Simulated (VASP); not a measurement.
Here is a VASP 6.6.1 calculation.

INCAR

```
PREC = Accurate
ENCUT = 600
EDIFF = 1E-7
ISMEAR = 0
SIGMA = 0.02
LREAL = F
LASPH = T
NELM = 80
ALGO = Normal
ISIF = 3
LWAVE = F
LCHARG = F
IBRION = 2
NSW = 90
EDIFFG = -0.005
```

Contents of KPOINTS:

```
regular mesh
0
Gamma
  10 10 10
```

Contents of POSCAR:

```
CdSe
1.0
    0.0000000000      3.0702712000      3.0702712000
    3.0702712000      0.0000000000      3.0702712000
    3.0702712000      3.0702712000      0.0000000000
Cd Se
1 1
Direct
    0.0000000000      0.0000000000      0.0000000000
    0.2500000000      0.2500000000      0.2500000000
```

Potentials or basis: VASP PAW LDA potentials, release 64 (Cd, Se).

Command:

```sh
$ cat potpaw_LDA.64/Cd/POTCAR potpaw_LDA.64/Se/POTCAR > POTCAR
$ mpirun -np 1 vasp_std > vasp.out
```

(1) Predict the relaxed volume.

(2) What does it give for the band gap on the k mesh?

## Answers

(1) 27.31 Å³/atom.

(2) 0.42 eV, direct.
